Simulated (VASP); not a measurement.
ZnO, 4 atoms in the cell. Symmetry: P6_3mc, No. 186, hexagonal system. Conventional cell: a = 3.249 Å, b = 3.249 Å, c = 5.206 Å, α = 90.00°, β = 90.00°, γ = 120.00°. Zn (site symmetry 3m) is surrounded by 4 O at 1.97 to 1.98 Å. O (site symmetry 3m) has 4 Zn at 1.97 to 1.98 Å as nearest neighbours. 

* Program: VASP 6.6.1
* Task: relaxation of cell and atoms
* Functional: r2SCAN
* Potentials or basis: VASP PAW PBE potentials, release 64 (Zn, O)
* Cutoff: 520 eV
* k mesh: 12 × 12 × 6
* Occupations: gaussian, width 0.02 eV
* Spin: no spin polarisation
* Further INCAR settings: ALGO = Normal; EDIFF = 1e-07; IBRION = 2; EDIFFG = -0.002; NSW = 80; ISIF = 3

Potentials or basis: VASP PAW PBE potentials, release 64 (Zn, O).

Launch:

```sh
$ cat potpaw_PBE.64/Zn/POTCAR potpaw_PBE.64/O/POTCAR > POTCAR
$ mpirun -np 4 vasp_std > vasp.out
```

Hardware: 4 MPI ranks on Intel(R) Xeon(R) 6975P-C (Granite Rapids), with other jobs on the host.

Q: Estimate the wall time of this run.

A: It took 110 s on 4 MPI ranks on Intel(R) Xeon(R) 6975P-C (Granite Rapids), with other jobs on the host, peak memory 0.21 GiB a rank. Counts: scf iterations 76, k points 76, ion steps 5.
